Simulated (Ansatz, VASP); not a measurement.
## MnO: VASP beside Ansatz

```xyz
2
Lattice="0.0000 2.2675 2.2675 2.2675 0.0000 2.2675 2.2675 2.2675 0.0000" Properties=species:S:1:pos:R:3 pbc="T T T"
Mn    0.0000    0.0000    0.0000
O     2.2675    2.2675    2.2675
```

Change from the starting cell: volume scaled by 1.06.

Alike in both runs: task single point; functional PBEsol; k mesh 10 × 10 × 10; occupations fermi-dirac, width 0.05 eV; collinear spin, ferromagnetic start.

|  | VASP | Ansatz |
| --- | --- | --- |
| version | VASP 6.6.1 | Ansatz 0.2.0 |
| potentials or method | VASP PAW PBE potentials, release 64 (Mn_pv, O) | Ansatz PAW |
| plane-wave cutoff (eV) | 520 | 420 |
| valence electrons in the cell | 19 | 21 |

```csv
,VASP,Ansatz,Ansatz less VASP
gap on the k mesh at the Fermi level (eV),none,none,-
pressure (GPa),-12.6,-12.7,-0.18
net moment per atom (μB),2.43,2.43,0.000
size of the moment on the site where the two differ most (μB),4.40,4.14,-0.259
```

Site moments also hang on the region over which each program counts them. A gap of «none» marks a metal or a gap that the smearing closes. With one functional, cell and mesh, what is left measures potentials, basis and numerics. The two sets of potentials don't hold the same shells in valence.

Caveats: a cell with one magnetic atom can't hold antiferromagnetic order, which such compounds often take; semilocal functionals often make such compounds metallic where correlation or magnetic order opens a gap, which also shifts bond lengths; the PAW data sets were made with another functional, which shifts forces and pressure a little (VASP); the pressure holds a Pulay correction of +0.6 GPa for the finite cutoff (Ansatz); the PAW data sets come from PBE, with cores solved anew for the run's functional, which leaves a small shift of forces and pressure (Ansatz).
